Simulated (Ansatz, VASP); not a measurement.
# One calculation of Bi, two programs

```xyz
1
Lattice="-1.9814 1.9814 1.9814 1.9814 -1.9814 1.9814 1.9814 1.9814 -1.9814" Properties=species:S:1:pos:R:3 pbc="T T T"
Bi    0.0000    0.0000    0.0000
```

Alike in both runs: task single point; functional PBE; k mesh 9 × 9 × 9; occupations fermi-dirac, width 0.05 eV; no spin polarisation.

```csv
,VASP,Ansatz
version,VASP 6.6.1,Ansatz 0.2.0
potentials or method,"VASP PAW PBE potentials, release 64 (Bi_d), cutoff 520 eV","all-electron LAPW, scalar-relativistic"
```

VASP gave:

```
gap on the k mesh at the Fermi level (eV) : none
pressure (GPa)                            : 0.8
```

**Question.** What did Ansatz give for the same quantities?

**Answer.** gap on the k mesh at the Fermi level (eV): none; pressure (GPa): 0.9.

A gap of «none» marks a metal or a gap that the smearing closes. Ansatz ran all-electron here, so the differences hold the error of VASP's frozen core and of both bases.

Caveats: spin-orbit coupling is left out, which moves the levels of the heavy elements.
